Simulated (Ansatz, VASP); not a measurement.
This is a calculation of PbS (Galena) for Ansatz 0.2.0. 

Contents of input.yaml:

```yaml
crystal:
  lattice:
    - [0.0, 2.96575, 2.96575]
    - [2.96575, 0.0, 2.96575]
    - [2.96575, 2.96575, 0.0]
  atoms:
    - { symbol: Pb, position: [0.0, 0.0, 0.0] }
    - { symbol: S, position: [0.5, 0.5, 0.5] }
hamiltonian:
  xc: pbesol
  pseudopotentials: { kind: paw }
kpoints:
  mp_grid: { grid: [8, 8, 8] }
scf:
  occupations: { method: fermi_dirac, width: 0.05 }
output:
  forces: true
  stress: true
  eigenvalues: true
```

Potentials or basis: Ansatz PAW.

Launch:

```console
$ ansatz run input.yaml --threads 1 --pin off --max-ram 3584MiB --backend cpu --events-out ev --progress --plain --runs-dir out
```

What does the same run look like in VASP 6.6.1? Potentials or basis there: PBE PAW files Pb_d, S, 520 eV.

As run (cutoffs and basis follow the program's own potentials, and thresholds, step limits or extra output files can differ):

INCAR

```
PREC     = Accurate       # precision mode
ENCUT    = 520            # plane-wave cutoff, eV
EDIFF    = 1E-7           # SCF threshold, eV
ISMEAR   = -1             # smearing method
SIGMA    = 0.05           # smearing width, eV
LREAL    = F              # projectors in reciprocal space
LASPH    = T              # aspherical terms in the spheres
NELM     = 80             # most SCF steps
ALGO     = Normal         # electronic algorithm
ISIF     = 2              # what is computed and relaxed
LWAVE    = F              # write WAVECAR
LCHARG   = F              # write CHGCAR
GGA      = PS             # functional
NBANDS   = 17             # bands
```

Contents of KPOINTS:

```
regular mesh
0
Gamma
  8 8 8
```

POSCAR

```
PbS
1.0
    0.0000000000      2.9657500000      2.9657500000
    2.9657500000      0.0000000000      2.9657500000
    2.9657500000      2.9657500000      0.0000000000
Pb S
1 1
Direct
    0.0000000000      0.0000000000      0.0000000000
    0.5000000000      0.5000000000      0.5000000000
```

Potentials or basis: VASP PAW PBE potentials, release 64 (Pb_d, S).

Run with:

```bash
$ cat potpaw_PBE.64/Pb_d/POTCAR potpaw_PBE.64/S/POTCAR > POTCAR
$ mpirun -np 1 vasp_std > vasp.out
```

Both were run:

|  | Ansatz | VASP |
| --- | --- | --- |
| Pressure | -0.9 GPa | -0.9 GPa |

Ansatz's pressure holds a Pulay term of +0.01 GPa for its cutoff of 420 eV, which the other run lacks.

Ansatz's potentials were made for PBE. VASP's potentials were made for PBE.

Where Ansatz's input types no cutoff or centring, it takes its own default and a Γ-centred mesh.

Pressure is positive in compression.
